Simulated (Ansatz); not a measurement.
**AlCo3: tests of the settings**

An exercise on one series of results from a longer session: the logs are not shown, and one member is left open.

Method: DFT PBEsol, scalar-relativistic, plane waves, PAW, in Ansatz 0.2.0.

2 further runs of the same task are left out: 1 for a known fault of the program, 1 set aside as unsound or not needed. Runs told in other sessions of the task aren't counted.

## Starting point

The structure is cubic, space group Pm-3m (No. 221). The conventional cell has a = 3.575 Å, b = 3.575 Å, c = 3.575 Å, α = 90.00°, β = 90.00°, γ = 90.00°. Around Al (site symmetry m-3m) lie 12 Co at 2.53 Å. Around Co (site symmetry 4/mmm) lie 4 Al at 2.53 Å and 8 Co at 2.53 Å.

Structure file:

```cif
data_structure
_symmetry_space_group_name_H-M 'P 1'
_symmetry_Int_Tables_number 1
_cell_length_a 3.5749
_cell_length_b 3.5749
_cell_length_c 3.5749
_cell_angle_alpha 90.000
_cell_angle_beta 90.000
_cell_angle_gamma 90.000
_cell_volume 45.69
loop_
_atom_site_label
_atom_site_type_symbol
_atom_site_fract_x
_atom_site_fract_y
_atom_site_fract_z
_atom_site_occupancy
Al1 Al 0.00000 0.00000 0.00000 1
Co1 Co 0.50000 0.50000 0.00000 1
Co2 Co 0.50000 0.00000 0.50000 1
Co3 Co 0.00000 0.50000 0.50000 1
```

Source of the structure: the Materials Project (structure only). It is taken as it stands there.

## The base input

File input.yaml:

```yaml
crystal:
  lattice:
    - [3.574948, 0.0, 0.0]
    - [0.0, 3.574948, 0.0]
    - [0.0, 0.0, 3.574948]
  atoms:
    - { symbol: Al, position: [0.0, 0.0, 0.0] }
    - { symbol: Co, position: [0.5, 0.5, 0.0], spin: 1.46 }
    - { symbol: Co, position: [0.5, 0.0, 0.5], spin: 1.46 }
    - { symbol: Co, position: [0.0, 0.5, 0.5], spin: 1.46 }
basis:
  ecutwfc: 420
kpoints:
  mp_grid: { grid: [12, 12, 12] }
hamiltonian:
  xc: pbesol
scf:
  occupations: { method: gaussian, width: 0.1 }
output:
  forces: true
  stress: true
  eigenvalues: true
  populations: true
magnetization:
  spin_polarized: true
```

It was run beforehand and gave: -3951.0459 eV/atom at zero smearing, pressure -7.41 GPa, largest force 0.000 eV/Å, no gap on the mesh, site moments Al -0.06, Co +1.35 (×3) μB, in 14 SCF cycles and 54 s.

Set-up of the first run:

File input.yaml:

```yaml
crystal:
  lattice:
    - [3.574948, 0.0, 0.0]
    - [0.0, 3.574948, 0.0]
    - [0.0, 0.0, 3.574948]
  atoms:
    - { symbol: Al, position: [0.0, 0.0, 0.0] }
    - { symbol: Co, position: [0.5, 0.5, 0.0], spin: 1.48 }
    - { symbol: Co, position: [0.5, 0.0, 0.5], spin: 1.48 }
    - { symbol: Co, position: [0.0, 0.5, 0.5], spin: 1.48 }
basis:
  ecutwfc: 150
kpoints:
  mp_grid: { grid: [12, 12, 12] }
hamiltonian:
  xc: pbesol
scf:
  occupations: { method: gaussian, width: 0.1 }
output:
  forces: true
  stress: true
  eigenvalues: true
  populations: true
magnetization:
  spin_polarized: true
```

The run is started by

```
$ ansatz run input.yaml --threads 1 --pin off --max-ram 2560MiB --backend cpu --events-out ev --progress --plain --runs-dir out
```

Among the steps run: Plane-wave cutoff: 150 eV; Plane-wave cutoff: 200 eV; Plane-wave cutoff set to 250 eV; Plane-wave cutoff set to 300 eV; Plane-wave cutoff set to 350 eV; Plane-wave cutoff set to 380 eV; Plane-wave cutoff set to 460 eV; Plane-wave cutoff: 520 eV; Plane-wave cutoff: 600 eV; Plane-wave cutoff set to 700 eV; Plane-wave cutoff: 850 eV.

One table of the session follows, with a row left open; its other results are not shown here.

```
cutoff (eV)  ΔE (meV/atom)  pressure (GPa)  cell moment (μB)
        150          77823         -103.25              0.00
        200          16349          -52.94              3.73
        250           3237            6.34              3.80
        300            434           -4.81              3.84
        350           42.3           -7.50              3.87
        380           9.22           -7.42              3.87
        420           2.76           -7.41              3.88
        460           1.83           -7.41              3.88
        520           0.99           -7.42              3.88
        600              ?               ?                 ?
        700           0.16           -7.43              3.88
        850           0.00           -7.43              3.88
```

Q: Estimate the row for cutoff (eV) = 600 from the others.

Worked estimate for «ΔE (meV/atom)». A straight line through the neighbours (520, 0.99) and (700, 0.16) gives 0.99 + (0.16 − 0.99) × (600 − 520) / (700 − 520) = 0.62; a parabola fitted to 4 rows on both sides gives 0.53.

The run gave: ΔE (meV/atom): 0.59; pressure (GPa): -7.42; cell moment (μB): 3.88. In «ΔE (meV/atom)» the line misses by +0.03 and the parabola by -0.06.

Limits of these values: Warnings in the runs' records: cutoff below recommended, seeded moment not kept.
